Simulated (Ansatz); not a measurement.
# PbSe (Clausthalite) under changes of volume

One of the cells (28.671 Å³/atom); the others are scaled copies at fixed shape and fractional positions:

```xyz
2
Lattice="0.0000 3.0606 3.0606 3.0606 0.0000 3.0606 3.0606 3.0606 0.0000" Properties=species:S:1:pos:R:3 pbc="T T T"
Pb    0.0000    0.0000    0.0000
Se    3.0606    3.0606    3.0606
```

| Item | Value |
| --- | --- |
| Program | Ansatz 0.2.0 |
| Functional | PBEsol |
| Potentials or basis | all-electron LAPW, scalar-relativistic |
| Cutoff | 204 eV (chosen from the basis error) |
| Basis error allowed | 0.0005 eV/atom |
| k mesh | 8 × 8 × 8 |
| Occupations | fermi-dirac, width 0.05 eV |
| Spin | no spin polarisation |

```tsv
volume (Å³/atom)	energy over the lowest point (meV/atom)	pressure (GPa)	gap on the mesh (eV)
26.951	12.98	3.1	0.03
27.524	4.35	1.8	0.05
28.097	0.16	0.6	0.13
28.671	0.00	-0.5	0.20
29.244	3.51	-1.5	0.26
29.818	?	?	?
30.391	20.10	-3.1	0.38
```

Q: What does the run at 29.818 Å³/atom give?

A: Energy over the lowest point 10.32 meV/atom; pressure -2.3 GPa; gap on the mesh 0.32 eV.

Worked out: A Birch-Murnaghan fit of order 3 (a polynomial in V^(-2/3)) to the other rows has its minimum at 28.40 Å³/atom with B0 = V·E''(V) = 53 GPa and B' = 3.9. It gives 10.31 meV/atom at 29.818 Å³/atom, against the run's 10.32, and -dE/dV = -2.3 GPa, against -2.3.

Energies are extrapolated to zero smearing.

Caveats: spin-orbit coupling is left out, which as a rule narrows the gap of such compounds by several tenths of an eV.

A mesh can miss the band edges.
